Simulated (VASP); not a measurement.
## VASP inputs for GaSb (rocksalt)

INCAR

```
SIGMA = 0.02
LREAL = .FALSE.
NSW = 40
LASPH = .TRUE.
EDIFFG = -5E-3
ISMEAR = -1
IBRION = 2
EDIFF = 1E-7
NBANDS = 16
GGA = PS
PREC = Accurate
NELM = 120
ENCUT = 600
ISIF = 3
LCHARG = .FALSE.
LWAVE = .FALSE.
```

KPOINTS

```
KPOINTS created by Atomic Simulation Environment
0
Gamma
8 8 8
0 0 0
```

POSCAR

```
Ga Sb
 1.0000000000000000
    -0.0000000000000000    2.9025052248746062    2.9025052248746062
     2.9025052248746062    0.0000000000000000    2.9025052248746062
     2.9025052248746062    2.9025052248746062   -0.0000000000000000
 Ga  Sb
   1   1
Cartesian
 -0.0000000000000000 -0.0000000000000000 -0.0000000000000000
  2.9025052248746062  2.9025052248746062  2.9025052248746062
```

VASP ran with the recommended PBE PAW datasets (18 valence electrons in the cell).

Q: Estimate the main results of this run.

A: relaxed cell vector lengths 4.033, 4.033, 4.033 Å; relaxed cell volume 46.37 Å³.
